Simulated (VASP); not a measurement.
# HfN (F-43m) in VASP: a series of runs

The runs below take HfN through single point, with PBEsol.

Everything below comes from runs of VASP 6.6.1. Logs are shortened: lines on timing, memory, paths and dates and some standing lists are left out, and cuts for length are marked.

## Step 1: The structure

The structure is cubic, space group F-43m (No. 216). Conventional cell: a = 4.910 Å, b = 4.910 Å, c = 4.910 Å, α = 90.00°, β = 90.00°, γ = 90.00°. Around Hf (site symmetry -43m) lie 4 N at 2.13 Å. N (site symmetry -43m) is surrounded by 4 Hf at 2.13 Å.

The cell comes from a database or a generator and needn't be the stable form of this composition.

## Step 2: Single point, PBEsol

Input file INCAR:

```
SYSTEM = HfN
PREC = Accurate ; ENCUT = 900
EDIFF = 1E-8 ; ISMEAR = 0
SIGMA = 0.05 ; LREAL = .False.
LASPH = .True. ; NELM = 100
ALGO = Normal ; ISIF = 2
LWAVE = .False. ; LCHARG = .False.
GGA = PS ; ADDGRID = .False.
```

Input file KPOINTS:

```
Automatic mesh
0
Gamma
  12 12 12
  0 0 0
```

Input file POSCAR:

```
HfN
1.0
    0.0000000000      2.4548220000      2.4548220000
    2.4548220000      0.0000000000      2.4548220000
    2.4548220000      2.4548220000      0.0000000000
Hf N
1 1
Direct
    0.0013890000     -0.0035870000      0.0084710000
    0.2560200000      0.2829830000      0.2320270000
```

Potentials or basis: VASP PAW PBE potentials, release 64 (Hf_pv, N).

The run is started by

```
$ cat potpaw_PBE.64/Hf_pv/POTCAR potpaw_PBE.64/N/POTCAR > POTCAR
$ mpirun -np 1 vasp_std > vasp.out
```

OUTCAR:

```text
SYSTEM = HfN
   PREC = Accurate
   ENCUT = 900
   EDIFF = 1E-8
   ISMEAR = 0
   LREAL = .False.
   LASPH = .True.
   NELM = 100
   ISIF = 2
   GGA = PS

 ion  position               nearest neighbor table
   1  0.001  0.996  0.008-   2 2.02   2 2.12   2 2.17   2 2.20
   2  0.256  0.283  0.232-   1 2.02   1 2.12   1 2.17   1 2.20

  LATTYP: Found a face centered cubic cell.
 ALAT       =     4.9096440000

  Lattice vectors:

 A1 = (   0.0000000000,   2.4548220000,   2.4548220000)
 A2 = (   2.4548220000,   0.0000000000,   2.4548220000)
 A3 = (   2.4548220000,   2.4548220000,   0.0000000000)

Analysis of symmetry for initial positions (statically):
=====================================================================
 Subroutine PRICEL returns:
 Original cell was already a primitive cell.

 Routine SETGRP: Setting up the symmetry group for a
 face centered cubic supercell.

 Subroutine GETGRP returns: Found  1 space group operations
 (whereof  1 operations were pure point group operations)
 out of a pool of 48 trial point group operations.

The static configuration has the point symmetry C_1 .

Analysis of symmetry for dynamics (positions and initial velocities):
=====================================================================
 Subroutine PRICEL returns:
 Original cell was already a primitive cell.

 Routine SETGRP: Setting up the symmetry group for a
 face centered cubic supercell.

 Subroutine GETGRP returns: Found  1 space group operations
 (whereof  1 operations were pure point group operations)
 out of a pool of 48 trial point group operations.

The dynamic configuration has the point symmetry C_1 .

 Subroutine INISYM returns: Found  1 space group operations
 (whereof  1 operations are pure point group operations),
 and found     1 'primitive' translations

----------------------------------------------------------------------------------------

                                     Primitive cell

  volume of cell :      29.5863

  direct lattice vectors                    reciprocal lattice vectors
     0.000000000  2.454822000  2.454822000    -0.203680756  0.203680756  0.203680756
     2.454822000  0.000000000  2.454822000     0.203680756 -0.203680756  0.203680756
     2.454822000  2.454822000  0.000000000     0.203680756  0.203680756 -0.203680756

  length of vectors
     3.471642566  3.471642566  3.471642566     0.352785417  0.352785417  0.352785417

  position of ions in fractional coordinates (direct lattice)
     0.001389000  0.996413000  0.008471000
     0.256020000  0.282983000  0.232027000

  ion indices of the primitive-cell ions
   primitive index   ion index
                 1           1
                 2           2

----------------------------------------------------------------------------------------

 KPOINTS: Automatic mesh

Automatic generation of k-mesh.
 Grid dimensions read from file:
 generate k-points for:   12   12   12

 Generating k-lattice:

  Cartesian coordinates                     Fractional coordinates (reciprocal lattice)
    -0.016973396  0.016973396  0.016973396     0.083333333  0.000000000  0.000000000
     0.016973396 -0.016973396  0.016973396     0.000000000  0.083333333  0.000000000
     0.016973396  0.016973396 -0.016973396     0.000000000  0.000000000  0.083333333

  Length of vectors
     0.029398785  0.029398785  0.029398785

  Shift w.r.t. Gamma in fractional coordinates (k-lattice)
     0.000000000  0.000000000  0.000000000

 Subroutine IBZKPT returns following result:
 ===========================================

 Found    868 irreducible k-points:

 Following reciprocal coordinates:
            Coordinates               Weight
  0.000000  0.000000  0.000000      1.000000
  0.083333  0.000000  0.000000      2.000000
  0.000000  0.083333  0.000000      2.000000
  0.000000  0.000000  0.083333      2.000000
  0.083333  0.083333  0.083333      2.000000
  0.166667  0.000000  0.000000      2.000000
[... 16 lines left out ...]
  0.000000  0.500000  0.000000      1.000000
  0.000000  0.000000  0.500000      1.000000
 [... further k-points ...]
   k-points           NKPTS =    868   k-points in BZ     NKDIM =    868   number of bands    NBANDS=     11
   number of dos      NEDOS =    301   number of ions     NIONS =      2
   total plane-waves  NPLWV =  46656
   dimension x,y,z NGX =    36 NGY =   36 NGZ =   36
   dimension x,y,z NGXF=    72 NGYF=   72 NGZF=   72
   ions per type =               1   1
   NGX,Y,Z   is equivalent  to a cutoff of  17.24, 17.24, 17.24 a.u.
   NGXF,Y,Z  is equivalent  to a cutoff of  34.48, 34.48, 34.48 a.u.
 SYSTEM =  HfN
   PREC   = accura    normal or accurate (medium, high low for compatibility)
   ISTART =      0    job   : 0-new  1-cont  2-samecut
   ICHARG =      2    charge: 1-file 2-atom 10-const
   ISPIN  =      1    spin polarized calculation?
   LNONCOLLINEAR =      F non collinear calculations
   LSORBIT =      F    spin-orbit coupling
   LASPH  =      T    aspherical Exc in radial PAW
   ENCUT  =  900.0 eV  66.15 Ry    8.13 a.u.   8.49  8.49  8.49*2*pi/ulx,y,z
   NELM   =    100;   NELMIN=  2; NELMDL= -5     # of ELM steps
   EDIFF  = 0.1E-07   stopping-criterion for ELM
   LREAL  =      F    real-space projection
   EDIFFG = 0.1E-06   stopping-criterion for IOM
   NSW    =      0    number of steps for IOM
   IBRION =     -1    ionic relax: 0-MD 1-quasi-New 2-CG
   NFREE  =      0    steps in history (QN), initial steepest desc. (CG)
   ISIF   =      2    stress and relaxation
   ISYM   =      2    0-nonsym 1-usesym 2-fastsym
   POTIM  = 0.5000    time-step for ionic-motion
   TEBEG  =    0.0;   TEEND  =   0.0 temperature during run
   PSTRESS=    0.0 pullay stress
   NELECT =      15.0000    total number of electrons
   NUPDOWN=      -1.0000    fix difference up-down
   EMIN   =  10.00;   EMAX   =-10.00  energy-range for DOS
   EFERMI =   0.00;   METHOD = LEGACY
   ISMEAR =     0;   SIGMA  =   0.05  broadening in eV -4-tet -1-fermi 0-gaus
   EFERMI_NEDOS =   21; number of points for ismear=-14 and -15
   IALGO  =     38    algorithm
   IMIX   =      4    mixing-type and parameters
     AMIX     =   0.40;   BMIX     =  1.00
     AMIX_MAG =   1.60;   BMIX_MAG =  1.00
  volume/ion in A,a.u.               =      14.79        99.83
  Fermi-wavevector in a.u.,A,eV,Ry     =   1.305395  2.466839 23.185087  1.704056
  Thomas-Fermi vector in A             =   2.436267
   LORBIT       =      0    0 simple, 1 ext, 2 COOP (PROOUT), +10 PAW based schemes
   GGA     = PS    functional components
   LHFCALC =     F    Hartree Fock is set to
   AEXX    =    0.0000 exact exchange contribution
   IVDW    =     0    specifies the selected vdW correction
   LEPSILON=     F    determine dielectric tensor
   LRPA    =     F    only Hartree local field effects (RPA)
 non-spin polarized calculation
 Gauss-broadening in eV      SIGMA  =   0.05
  energy-cutoff  :      900.00
  volume of cell :       29.59
 maximum number of plane-waves:      1837
 NGX is ok and might be reduce to    36
   NGX = 17   NGY = 17   NGZ = 17

 number of electron      15.0000000 magnetization

 Free energy of the ion-electron system (eV)
  ---------------------------------------------------
  ext. energy  EPLUGINS =         0.00000000
  ---------------------------------------------------
  free energy    TOTEN  =       -22.17562344 eV

  energy without entropy =      -22.17477543  energy(sigma->0) =      -22.17519943

 E-fermi :   5.6069     XC(G=0): -11.3936

 val. band max:        5.5987329704   @ k =   0.0833   0.3333   0.2500
 cond. band min:       5.6103601612   @ k =  -0.4167  -0.3333  -0.1667
 fundamental gap:      0.0116271908
 Fermi energy:         5.6069478069

 k-point     1 :       0.0000    0.0000    0.0000
  band No.  band energies     occupation
      1     -25.4665      2.00000
      2     -25.4414      2.00000
      3     -25.4357      2.00000
      4     -10.5005      2.00000
      5      -0.0012      2.00000
      6       0.1509      2.00000
      7       0.3183      2.00000
      8       4.8461      2.00000
      9       7.7817      0.00000
     10       7.7954      0.00000
     11      11.5610      0.00000

 k-point     2 :       0.0833    0.0000    0.0000
  band No.  band energies     occupation
      1     -25.4862      2.00000
      2     -25.4602      2.00000
      3     -25.4398      2.00000
      4     -10.4146      2.00000
      5      -0.0650      2.00000
      6       0.1283      2.00000
      7       0.3511      2.00000
      8       5.2112      2.00000
      9       7.6686      0.00000
     10       7.6775      0.00000
     11      11.7668      0.00000

 k-point     3 :       0.0000    0.0833    0.0000
  band No.  band energies     occupation
      1     -25.5024      2.00000
      2     -25.4462      2.00000
      3     -25.4400      2.00000
      4     -10.4048      2.00000
      5      -0.1468      2.00000
      6       0.2197      2.00000
      7       0.3727      2.00000
      8       5.1978      2.00000
      9       7.6381      0.00000
     10       7.6453      0.00000
     11      11.7791      0.00000
[... 267 lines left out ...]
 k-point    23 :       0.0000    0.5000    0.0000
  band No.  band energies     occupation
      1     -25.9731      2.00000
      2     -25.5105      2.00000
      3     -25.4997      2.00000
      4      -9.2123      2.00000
      5      -0.0982      2.00000
      6       0.9284      2.00000
      7       1.0789      2.00000
      8       6.4800      0.00000
      9       8.0027      0.00000
     10       8.5047      0.00000
     11       9.7346      0.00000

 k-point    24 :       0.0000    0.0000    0.5000
  band No.  band energies     occupation
      1     -25.8902      2.00000
      2     -25.5277      2.00000
      3     -25.4984      2.00000
      4      -9.5057      2.00000
      5      -0.1280      2.00000
      6       0.4463      2.00000
      7       0.6661      2.00000
      8       7.5511      0.00000
      9       8.0094      0.00000
     10       8.6669      0.00000
     11       9.7697      0.00000

 [... further k-points ...]

------------------------ aborting loop because EDIFF is reached ----------------------------------------

  FORCE on cell =-STRESS in cart. coord.  units (eV):
  Direction    XX          YY          ZZ          XY          YZ          ZX
  --------------------------------------------------------------------------------------
  -------------------------------------------------------------------------------------
  Total       -0.7830783     -0.7957305     -0.8467737     -1.0209793     -0.4034620      0.6055414
  in kB      -42.4058478    -43.0909993    -45.8551292    -55.2888413    -21.8485783     32.7917336
  external PRESSURE =     -43.7839921 kB  Pullay stress =       0.0000000 kB

 VOLUME and BASIS-vectors are now :
 -----------------------------------------------------------------------------
  energy-cutoff  :      900.00
  volume of cell :       29.59
      direct lattice vectors                 reciprocal lattice vectors
     0.000000000  2.454822000  2.454822000    -0.203680756  0.203680756  0.203680756
     2.454822000  0.000000000  2.454822000     0.203680756 -0.203680756  0.203680756
     2.454822000  2.454822000  0.000000000     0.203680756  0.203680756 -0.203680756

 POSITION                                       TOTAL-FORCE (eV/Angst)
 -----------------------------------------------------------------------------------
      2.46681      0.02420      2.44943         0.473773     -0.718441      1.197819
      1.26426      1.19807      1.32316        -0.473773      0.718441     -1.197819
 -----------------------------------------------------------------------------------
    total drift:                               -0.000033      0.000041     -0.000009

  FREE ENERGIE OF THE ION-ELECTRON SYSTEM (eV)
  ---------------------------------------------------
  free  energy   TOTEN  =       -22.1756234368 eV

  energy  without entropy=      -22.1747754306  energy(sigma->0) =      -22.17519943
```

It took 4.8 min on 1 thread of Intel Xeon 6975P-C (Granite Rapids), shared host; peak memory 0.82 GiB.

Results:

```yaml
Free_energy: -22.1756 eV
Pressure: -4.4 GPa
Largest_force: 1.475 eV/Å
Band_gap_on_the_k_mesh: none (metal or under the smearing width)
```

Forces on the atoms (eV/Å):
```
Hf   0.474 -0.718  1.198
N   -0.474  0.718 -1.198
```

Levels at points of the mesh, in eV from the Fermi level:
```
           k point  band 3  band 4  band 5  band 6  band 7  band 8  band 9  band 10  band 11
(0.00, 0.00, 0.00)  -31.04  -16.11   -5.61   -5.46   -5.29   -0.76    2.17     2.19     5.95
(0.50, 0.00, 0.00)  -31.10  -14.97   -5.75   -4.98   -4.68    1.50    2.16     3.14     4.09
(0.00, 0.50, 0.00)  -31.11  -14.82   -5.71   -4.68   -4.53    0.87    2.40     2.90     4.13
(0.00, 0.00, 0.50)  -31.11  -15.11   -5.73   -5.16   -4.94    1.94    2.40     3.06     4.16
(0.50, 0.50, 0.50)  -31.10  -15.06   -5.75   -5.10   -4.83    1.79    2.28     3.10     4.11
(0.50, 0.50, 0.00)  -31.20  -14.64   -6.91   -3.73   -3.48   -1.20    2.26     3.99     4.49
(0.00, 0.50, 0.50)  -31.21  -14.59   -6.93   -3.69   -3.56   -1.12    2.17     3.98     4.58
(0.50, 0.00, 0.50)  -31.21  -14.60   -6.93   -3.70   -3.55   -1.14    2.19     3.99     4.55
```

Caveat: the PAW data sets were made with another functional, which shifts forces and pressure a little. The run has no spin-orbit coupling, so splittings on Hf are missing.

## Step 3: Single point, PBEsol

Input file INCAR:

```
SYSTEM = HfN
PREC = Accurate ; ENCUT = 520
EDIFF = 1E-7 ; ISMEAR = 0
SIGMA = 0.05 ; LREAL = .False.
LASPH = .True. ; NELM = 100
ALGO = Normal ; ISIF = 2
LWAVE = .False. ; LCHARG = .False.
GGA = PS ; ADDGRID = .False.
```

Input file KPOINTS:

```
Automatic mesh
0
Gamma
  8 8 8
  0 0 0
```

Input file POSCAR:

```
HfN
1.0
    0.0000000000      2.4548220000      2.4548220000
    2.4548220000      0.0000000000      2.4548220000
    2.4548220000      2.4548220000      0.0000000000
Hf N
1 1
Direct
    0.0000000000      0.0000000000      0.0000000000
    0.2500000000      0.2500000000      0.2500000000
```

Potentials or basis: VASP PAW PBE potentials, release 64 (Hf_pv, N).

The run is started by

```
$ cat potpaw_PBE.64/Hf_pv/POTCAR potpaw_PBE.64/N/POTCAR > POTCAR
$ mpirun -np 1 vasp_std > vasp.out
```

Wall time 7 s (1 thread of Intel Xeon 6975P-C (Granite Rapids), shared host); peak memory 0.16 GiB.

The run converged, but some of its settings lie outside the range that counts as converged, so its numbers aren't taken as properties of the crystal.

What came out:

```yaml
Free_energy: -22.2574 eV
Pressure: -6.2 GPa
Band_gap_on_the_k_mesh: none (metal or under the smearing width)
```

Caveat: the PAW data sets were made with another functional, which shifts forces and pressure a little.

## Step 4: Single point, PBEsol

INCAR is that of step 3.

KPOINTS is that of step 3.

Input file POSCAR:

```
HfN
1.0
    0.0000000000      2.4548220000      2.4548220000
    2.4548220000      0.0000000000      2.4548220000
    2.4548220000      2.4548220000      0.0000000000
Hf N
1 1
Direct
    0.0013890000     -0.0035870000      0.0084710000
    0.2560200000      0.2829830000      0.2320270000
```

The run is started by

```
$ cat potpaw_PBE.64/Hf_pv/POTCAR potpaw_PBE.64/N/POTCAR > POTCAR
$ mpirun -np 1 vasp_std > vasp.out
```

It took 44 s on 1 thread of Intel Xeon 6975P-C (Granite Rapids), shared host; peak memory 0.23 GiB.

These settings aren't checked as converged: the numbers below hold their error.

What came out:

* Free energy: -22.1700 eV
* Pressure: -4.4 GPa
* Largest force: 1.531 eV/Å
* Band gap on the k mesh: none (metal or under the smearing width)

Caveat: the PAW data sets were made with another functional, which shifts forces and pressure a little.

## Step 5: Single point, PBEsol

INCAR is that of step 4.

Input file KPOINTS:

```
Automatic mesh
0
Gamma
  10 10 10
  0 0 0
```

Input file POSCAR:

```
HfN
1.0
    0.0000000000      2.4548220000      2.4548220000
    2.4548220000      0.0000000000      2.4548220000
    2.4548220000      2.4548220000      0.0000000000
Hf N
1 1
Direct
    0.0000000000      0.0000000000      0.0000000000
    0.2500000000      0.2500000000      0.2500000000
```

The run is started by

```
$ cat potpaw_PBE.64/Hf_pv/POTCAR potpaw_PBE.64/N/POTCAR > POTCAR
$ mpirun -np 1 vasp_std > vasp.out
```

Run time: 8.9 s. Hardware: 1 thread of Intel Xeon 6975P-C (Granite Rapids), shared host; peak memory 0.16 GiB.

The run converged, but some of its settings lie outside the range that counts as converged, so its numbers aren't taken as properties of the crystal.

Results:

* Free energy: -22.2546 eV
* Pressure: -5.9 GPa
* Band gap on the k mesh: none (metal or under the smearing width)

Caveat: the PAW data sets were made with another functional, which shifts forces and pressure a little.

## Step 6: Single point, PBEsol

INCAR is that of step 5.

KPOINTS is that of step 5.

Input file POSCAR:

```
HfN
1.0
    0.0000000000      2.4548220000      2.4548220000
    2.4548220000      0.0000000000      2.4548220000
    2.4548220000      2.4548220000      0.0000000000
Hf N
1 1
Direct
    0.0013890000     -0.0035870000      0.0084710000
    0.2560200000      0.2829830000      0.2320270000
```

Potentials or basis: VASP PAW PBE potentials, release 64 (Hf_pv, N).

The run is started by

```
$ cat potpaw_PBE.64/Hf_pv/POTCAR potpaw_PBE.64/N/POTCAR > POTCAR
$ mpirun -np 1 vasp_std > vasp.out
```

It took 74 s on 1 thread of Intel Xeon 6975P-C (Granite Rapids), shared host; peak memory 0.31 GiB.

The run converged, but some of its settings lie outside the range that counts as converged, so its numbers aren't taken as properties of the crystal.

What came out:

```yaml
Free_energy: -22.1689 eV
Pressure: -4.4 GPa
Largest_force: 1.483 eV/Å
Band_gap_on_the_k_mesh: none (metal or under the smearing width)
```

Caveat: the PAW data sets were made with another functional, which shifts forces and pressure a little.

## Step 7: The reference run

An earlier run on the cell as given: functional PBEsol; potentials or basis VASP PAW PBE potentials, release 64 (Hf_pv, N); cutoff 520 eV; k mesh 9 × 9 × 9; occupations fermi-dirac, width 0.05 eV; no spin polarisation.

* Pressure: -5.9 GPa
* Band gap on the k mesh: none (metal or under the smearing width)
